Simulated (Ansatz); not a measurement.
## Si (P6_3/mmc): phonons

Computed with PBEsol, PAW on Ansatz 0.2.0's default frozen-core files (fitted under PBE), scalar-relativistic; not a measurement.

The cell comes from a PAW relaxation under the same functional.

The structure is one entry of a database and needn't be the stable phase.

Command:

```sh
ansatz run input.yaml --threads 1 --pin off --max-ram 3072MiB --backend cpu --events-out ev --progress --plain --runs-dir out
```

input.yaml:

```yaml
crystal:
  lattice:
    - [3.82492662021, 0.0, 0.0]
    - [-1.91246331011, 3.31248362072, 0.0]
    - [0.0, 0.0, 6.32344578705]
  atoms:
    - { symbol: Si, position: [0.333333333333, 0.666666666667, 0.063010718271] }
    - { symbol: Si, position: [0.666666666667, 0.333333333333, 0.563010718271] }
    - { symbol: Si, position: [0.333333333333, 0.666666666667, 0.436989281729] }
    - { symbol: Si, position: [0.666666666667, 0.333333333333, 0.936989281729] }
kpoints:
  mp_grid: { grid: [10, 10, 6] }
scf:
  occupations: { method: fixed }
hamiltonian:
  xc: pbesol
  pseudopotentials: { kind: paw }
phonons:
  supercell: [1, 1, 1]
  amplitude: 0.15
```

Output (shortened where marked):

```
Warning: RAYON_NUM_THREADS=1 ignored (pool sized by the plan → 1); use --threads N
Engine: ansatz 0.2.0, aarch64-unknown-linux-gnu
Pseudopotentials: kind: paw
Pseudopotential: Si, paw, valence charge 4, recommended cutoff 420 eV (normal), Si.paw.azcp
Functional definition: PBEsol
  exchange = pbesol_x
  correlation = pbesol_c
Crystal: 4 atoms, lattice volume = 80.118 Å³
Basis set: ecut = 420 eV, 1581 PW (Γ), exchange–correlation on 54×54×90 points (8 copies of the dense FFT grid, shifted against one another)
Bands: 12, of which v1, the nominal top of the filled ones, is band 8 counted from 1 (7 counted from 0)
Symmetry: 24 space group operations
k-points: 56 of 600
Non-local potential: Si, projectors of the file, l = 0: 2, l = 1: 2, l = 2: 2
PAW form: soft (Blöchl's): semilocal exchange-correlation on the pseudo side does not see the compensation charge
PAW frozen core: Si, regenerated for the run's functional, and the local potential with it (the file was generated under x = pbe(κ = 0.804, μ = 0.2195149727645171), c = pbe(β = 0.06672455060314922))
PAW one-centre angular grid: Si, 110 points (default); XC on 64 Gauss nodes
[... 115 lines left out ...]
E sigma→0 (E₀):  -2485.931325 eV
Fermi energy:    6.436891 eV
--- Per-component energies (eV) ---
  E_band       = 17.480019
  E_kinetic    = 161.129366
  E_local      = -110.346144  (includes V_loc(G=0)·N_el)
  E_nonlocal   = 104.175460
  E_hartree    = 29.841815
  E_xc         = -218.684522
  E_vxc        = -187.284719  (∫ρ·V_xc dr)
  E_paw        = -1995.788196  (= ΣΔE_a)
  E_vpaw       = -9.877725  (= ΣTr[D̂ρ^β])
  E_aug_tail   = 0.000023  (compensation charges beyond the density's cutoff)
  E_ewald      = -456.385370
  E_core_change = 0.126243  (= ΣΔE_core)
  E_smearing   = -0.000000  (= −TS)
  E_closure    = 0.000000  (closes the sum)
  Σ components = -2485.931325   (vs F -2485.931325, Δ=0.00e0)
--- Forces (eV/Å), atoms counted from 1 ---
  atom   1  Si    -0.00000000    -0.00000000    -0.00331821
  atom   2  Si     0.00000000    -0.00000000    -0.00331821
  atom   3  Si    -0.00000000     0.00000000     0.00331821
  atom   4  Si     0.00000000     0.00000000     0.00331821
  max |Σ_I F_I| component: 9.25e-17 eV/Å
--- Phonons: 2 displaced members + reference (amplitude 0.01875 Å, Σ member SCF iterations 16) ---
  symmetry images taken by strict's conditions (phonons.symmetry_images: auto; settled by no image being taken that strict refuses)
  ASR residual: 8.053e-5 → 0.000e0 eV/Å²; symmetrization residual: 1.243e-14 eV/Å²
  largest component of a force at the reference: 3.3e-3 eV/Å
  ASR residual per site (eV/Å²): 8.05e-5 8.05e-5 8.05e-5 8.05e-5
  Γ frequencies (cm⁻¹): 0.00 0.00 0.00 94.02 94.02 368.55 411.35 487.90 487.90 502.92 502.92 503.55
  density of states and harmonic sums: on the 19×19×10 q-mesh, interpolated from the force constants of a 1×1×1 supercell (no non-analytic term)
  largest difference from the sums on the solved wave vectors: F 2.17e-1 eV, S 4.75e-4 and C_V 2.58e-4 eV/K
```

Self-consistency was reached.

**Zone-centre phonons**

Harmonic phonons of a crystal by Kohn-Sham DFT at the given cell, standard atomic masses, acoustic sum rule imposed; negative wavenumbers are unstable modes; optical zone-centre levels upwards with Mulliken labels, activity, and the element with most of the kinetic energy.

| Item | Value |
| --- | --- |
| Point group | 6/mmm |

```tsv
number	phonon wavenumber (cm⁻¹)	label	infrared	raman	lead element
1	94	E2u	no	no	Si
2	368.6	B1g	no	no	Si
3	411.4	B2u	no	no	Si
4	487.9	E2g	no	yes	Si
5	502.9	E1g	no	yes	Si
6	503.6	A1g	no	yes	Si
```

Caveats: frozen-core PAW files fitted under PBE, their cores solved anew for the functional of the run; zone-boundary modes aren't tested; the gap is tiny at this level, and band order or a closed gap can change these values; settings unsound, results are not properties of the crystal.

Cost: 2.4 min on 1 thread of Arm Neoverse V1, on a shared host, peak memory 0.46 GiB.
